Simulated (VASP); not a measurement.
Here is a VASP 6.6.1 calculation.

The input INCAR:

```
PREC = Accurate ; ENCUT = 980
EDIFF = 1E-6 ; ISMEAR = -1
SIGMA = 0.05 ; LREAL = F
LASPH = T ; NELM = 80
ALGO = Normal ; ISIF = 3
LWAVE = F ; LCHARG = F
GGA = PE ; IBRION = 2
NSW = 60 ; EDIFFG = -0.01
```

Contents of KPOINTS:

```
Automatic mesh
0
Gamma
  10 10 10
```

Contents of POSCAR:

```
SiC
1.0
    0.0000000000      2.1790000000      2.1790000000
    2.1790000000      0.0000000000      2.1790000000
    2.1790000000      2.1790000000      0.0000000000
Si C
1 1
Direct
    0.0000000000      0.0000000000      0.0000000000
    0.7500000000      0.7500000000      0.7500000000
```

Potentials or basis: VASP PAW PBE potentials, release 64 (Si, C_h).

Command:

```sh
$ cat potpaw_PBE.64/Si/POTCAR potpaw_PBE.64/C_h/POTCAR > POTCAR
$ mpirun -np 1 vasp_std > vasp.out
```

What does it give for the space group after relaxing (to 0.05 Å)?

F-43m (No. 216).

What does it give for the relaxed cell?

a = 3.096 Å, b = 3.096 Å, c = 3.096 Å, α = 60.00°, β = 60.00°, γ = 60.00°.

Final structure:
```yaml
crystal:
  lattice:
    - [0.00000, 2.18934, 2.18934]
    - [2.18934, 0.00000, 2.18934]
    - [2.18934, 2.18934, 0.00000]
  atoms:
    - { symbol: Si, position: [0.00000, 0.00000, 0.00000] }
    - { symbol: C, position: [0.75000, 0.75000, 0.75000] }
```

PBE usually gives volumes a little too large and moduli too small. Zero-point motion and thermal expansion aren't in these numbers.
